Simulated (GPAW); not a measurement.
# KBr (Fm-3m): one start, several treatments of the self-energy

Wanted: the gap of KBr (Fm-3m) under several approximations, with cost.

Method: PBE and many-body steps on it, plane waves, in GPAW 26.7.0.

Report form: the programs' logs are mostly left out.

### 1. The starting structure

The structure is cubic, space group Fm-3m (No. 225). Conventional cell: a = 6.600 Å, b = 6.600 Å, c = 6.600 Å, α = 90.00°, β = 90.00°, γ = 90.00°. Nearest to K lie 6 Br at 3.30 Å. Br has 6 K at 3.30 Å nearest. Farther neighbours and most contacts between anions are not listed.

Structure file:

```cif
data_structure
_symmetry_space_group_name_H-M 'Fm-3m'
_symmetry_Int_Tables_number 225
_cell_length_a 6.6000
_cell_length_b 6.6000
_cell_length_c 6.6000
_cell_angle_alpha 90.000
_cell_angle_beta 90.000
_cell_angle_gamma 90.000
_cell_volume 287.50
loop_
_atom_site_label
_atom_site_type_symbol
_atom_site_symmetry_multiplicity
_atom_site_Wyckoff_symbol
_atom_site_fract_x
_atom_site_fract_y
_atom_site_fract_z
_atom_site_occupancy
K1 K 4 a 0.00000 0.00000 0.00000 1
Br1 Br 4 b 0.50000 0.00000 0.00000 1
```

The cell and positions come from the Crystallography Open Database and are kept as given unless a step says otherwise.

### 2. Empty states on the mesh, 4×4×4 mesh, 1078 bands

This step: GPAW 26.7.0; DFT, PBE, plane waves, PAW.

The sums over transitions need many empty states on a uniform mesh; this step solves for them.

run.py

```python
import json
import numpy as np
from gpaw.mpi import world
from gpaw import GPAW

calc = GPAW('gs.gpw').fixed_density(kpts={'size': (4, 4, 4), 'gamma': True},
    parallel={'domain': 1, 'band': 1},
    txt='nscf.txt')
calc.diagonalize_full_hamiltonian(nbands=1078)
calc.write('full.gpw', mode='all')
res = {}
kpts = calc.get_ibz_k_points()
res['kpts'] = kpts
res['eigenvalues'] = [calc.get_eigenvalues(kpt=k) for k in range(len(kpts))]
res['n_electrons'] = calc.get_number_of_electrons()

if world.rank == 0:
    with open('result.json', 'w') as f:
        json.dump(res, f, default=lambda x: x.tolist())
```

Run with:

```
mpirun -n 8 gpaw python run.py
```

It took 18 s on 8 MPI ranks of Arm Neoverse V1, shared host; peak memory 2.6 GiB.

Numbers from this step:

```yaml
gap: 4.442 eV
k_of_the_valence_top: 0, 0, 0
k_of_the_conduction_bottom: 0, 0, 0
least_direct_gap: 4.442 eV
k_points_computed: 8
lowest_point_of_the_top_converged_band_above_the_valence_top: 345.7692 eV
```

On this mesh the gap is 4.442 eV.

### 3. G0W0, Godby-Needs plasmon pole

Now the one-shot GW correction: screening in the RPA, then the self-energy of the levels asked for.

This step: G0W0 on PBE, plane waves, PAW.

run.py

```python
import json
import numpy as np
from gpaw.mpi import world
from gpaw.response.g0w0 import G0W0

gw = G0W0('full.gpw',
    filename='gw',
    kpts=[0],
    bands=(6, 10),
    ecut=210,
    nbands=496,
    integrate_gamma='WS',
    ppa=True)
gw.calculate()
res = {mode: {k: v for k, v in r.items() if k != 'sigma_eskwn'}
       for mode, r in gw.all_results.items()}

if world.rank == 0:
    with open('result.json', 'w') as f:
        json.dump(res, f, default=lambda x: x.tolist())
```

Run with:

```
mpirun -n 8 gpaw python run.py
```

Wall time 8.6 min (8 MPI ranks); peak memory 3.5 GiB; 58 min of CPU time.

This step gave:

| Quantity | Value |
| --- | --- |
| G0W0 gap on the points computed | 7.044 eV |
| least direct G0W0 gap on the computed points | 7.044 eV |
| Z at the valence top | 0.8231 |
| Z at the conduction bottom | 0.8721 |
| starting gap on the mesh | 4.442 eV |
| k of the valence top | 0, 0, 0 |
| k of the conduction bottom | 0, 0, 0 |

The gap on the mesh goes from 4.44 eV to 7.04 eV, a correction of +2.60 eV.

### 4. One-shot HSE06

This step: one-shot HSE06 levels on PBE orbitals, plane waves, PAW.

run.py

```python
import json
import numpy as np
from gpaw.mpi import world
from gpaw.hybrids.eigenvalues import non_self_consistent_eigenvalues

dft, vxc, vxc_hyb = non_self_consistent_eigenvalues('full.gpw', 'HSE06', 6, 10, kpt_indices=[0])
res = {'dft': dft[0], 'hybrid': (dft - vxc + vxc_hyb)[0]}
if world.rank == 0:
    with open('hybrid.txt', 'w') as f:
        for k, e0, e1 in zip([0], res['dft'], res['hybrid']):
            print(k, ' '.join(f'{x:9.4f}' for x in e0), '|', ' '.join(f'{x:9.4f}' for x in e1), file=f)

if world.rank == 0:
    with open('result.json', 'w') as f:
        json.dump(res, f, default=lambda x: x.tolist())
```

Run with:

```
mpirun -n 8 gpaw python run.py
```

It took 12 s on 8 MPI ranks; peak memory 1.5 GiB.

Numbers from this step:

| Quantity | Value |
| --- | --- |
| starting gap on the mesh | 4.442 eV |
| hybrid gap on the mesh | 5.532 eV |
| least direct hybrid gap on the computed points | 5.532 eV |

### 5. One-shot PBE0

This step: one-shot PBE0 levels on PBE orbitals, plane waves, PAW.

run.py: that of step 4 with these lines changed.

```diff
@@ -5,3 +5,3 @@
 
-dft, vxc, vxc_hyb = non_self_consistent_eigenvalues('full.gpw', 'HSE06', 6, 10, kpt_indices=[0])
+dft, vxc, vxc_hyb = non_self_consistent_eigenvalues('full.gpw', 'PBE0', 6, 10, kpt_indices=[0])
 res = {'dft': dft[0], 'hybrid': (dft - vxc + vxc_hyb)[0]}
```

Run with:

```
mpirun -n 8 gpaw python run.py
```

Run time: 5.3 s. Hardware: 8 MPI ranks; peak memory 1.3 GiB; 35 s of CPU time.

This step gave:

* starting gap on the mesh: 4.442 eV
* hybrid gap on the mesh: 6.326 eV
* least direct hybrid gap on the computed points: 6.326 eV

### 6. G0W0, full frequency, Hilbert transform

This step: G0W0 on PBE, plane waves, PAW.

run.py

```python
import json
import numpy as np
from gpaw.mpi import world
from gpaw.response.g0w0 import G0W0

gw = G0W0('full.gpw',
    filename='gw',
    kpts=[0],
    bands=(6, 10),
    ecut=210,
    nbands=496,
    integrate_gamma='WS',
    frequencies={'type': 'nonlinear', 'domega0': 0.1, 'omega2': 15.0},
    eta=0.1,
    nblocksmax=True)
gw.calculate()
res = {mode: {k: v for k, v in r.items() if k != 'sigma_eskwn'}
       for mode, r in gw.all_results.items()}

if world.rank == 0:
    with open('result.json', 'w') as f:
        json.dump(res, f, default=lambda x: x.tolist())
```

Run with:

```
mpirun -n 8 gpaw python run.py
```

Wall time 15 min (8 MPI ranks); peak memory 8.9 GiB; 1.8 h of CPU time.

This step gave:

```
G0W0 gap on the points computed              : 7.126 eV
least direct G0W0 gap on the computed points : 7.126 eV
Z at the valence top                         : 0.8271
Z at the conduction bottom                   : 0.8577
starting gap on the mesh                     : 4.442 eV
k of the valence top                         : 0, 0, 0
k of the conduction bottom                   : 0, 0, 0
```

Against G0W0 in GPAW (4×4×4 mesh, 496 bands, screening to 210 eV, Godby-Needs plasmon pole), the gap moves by +0.082 eV.

### 7. Side by side

Times are wall times on 8 MPI ranks of Arm Neoverse V1, shared host, good to a factor of about two.

```
                                    run   mesh  bands  screening cutoff (eV)  DFT gap (eV)  gap on the mesh (eV)  direct (eV)     time
         G0W0, Godby-Needs plasmon pole  4×4×4    496                    210         4.442                 7.044        7.044  8.6 min
                         one-shot HSE06  4×4×4      -                      -         4.442                 5.532        5.532     12 s
                          one-shot PBE0  4×4×4      -                      -         4.442                 6.326        6.326    5.3 s
G0W0, full frequency, Hilbert transform  4×4×4    496                    210         4.442                 7.126        7.126   15 min
```

### 8. Outcome

```yaml
g0w0_godby_needs_plasmon_pole: 7.044 eV
one_shot_hse06: 5.532 eV
one_shot_pbe0: 6.326 eV
g0w0_full_frequency_hilbert_transform: 7.126 eV
known_limits: not at the basis limit; no spin-orbit coupling
```

One-shot HSE06: −1.512 eV against G0W0, Godby-Needs plasmon pole. One-shot PBE0: −0.718 eV against G0W0, Godby-Needs plasmon pole. G0W0, full frequency, Hilbert transform: +0.082 eV against G0W0, Godby-Needs plasmon pole. One-shot hybrid levels are evaluated on the PBE orbitals. Bands and cutoff are finite, so the gap is not at the basis limit. The miss can reach some tenths of an eV and take either sign; the mesh is an error of its own. These stock PAW sets were not made for GW; the filled d or f shell of Br lies in the frozen core, which bears on start and correction. In the G0W0 runs levels were corrected at 1 k point alone, so a gap called «on the mesh» is the least over those, and an edge elsewhere would be missed. The many-body steps are scalar-relativistic: spin-orbit coupling is not in them.

[Paths, hosts, dates, memory and timing lines, banners, echoed tables and standing remarks are left out of the program output.]

[Logs are printed without paths, hosts, clocks, repeated set-up lines and the standing remarks that a program may print on its own settings, such as how far it seeks lower states.]

[Runs of the session that timed out or met a known fault of the program may be left out.]

[Hosts, paths, dates, database ids (printed as entryN), source tags and the programs' standing remarks are cut or masked in the printed files.]
